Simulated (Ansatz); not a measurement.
Something may be wrong with this Ansatz 0.2.0 calculation of Cd.

The input input.yaml:

```yaml
crystal:
  lattice:
    - [2.97887, 0.0, 0.0]
    - [-1.489435, 2.5797770946, 0.0]
    - [0.0, 0.0, 5.61765]
  atoms:
    - { symbol: Cd, position: [0.6666666667, 0.3333333333, 0.75] }
    - { symbol: Cd, position: [0.3333333333, 0.6666666667, 0.25] }
hamiltonian:
  xc: lda
  pseudopotentials: { kind: nc, accuracy: standard, xc_functional: lda }
kpoints:
  mp_grid: { grid: [10, 10, 5] }
scf:
  occupations: { method: methfessel_paxton, width: 0.1 }
  n_extra_bands: 6
  mixing: { algorithm: broyden, beta: 1.5, ndim: 1, preconditioner: none }
  max_iter: 80
output:
  forces: true
  stress: true
  eigenvalues: true
  dos: { projected: false, de: 0.05, nscf_kmesh: { grid: [15, 15, 8] } }
```

Potentials or basis: PseudoDojo LDA.

Run with:

```sh
$ ansatz run input.yaml --threads 1 --pin off --max-ram 2560MiB --backend cpu --events-out ev --progress --plain --runs-dir out
```

Output:

```text
Error: invalid value for `scf.mixing.beta`: must be finite and in (0, 1]; got 1.5
```

**Question.** What happened, and what is wrong with the input?

**Answer.** The input was rejected before any iteration. The input holds a flaw that was put in on purpose: mixing far too strong (scf.mixing = algorithm broyden, beta 1.5, ndim 1, preconditioner none).
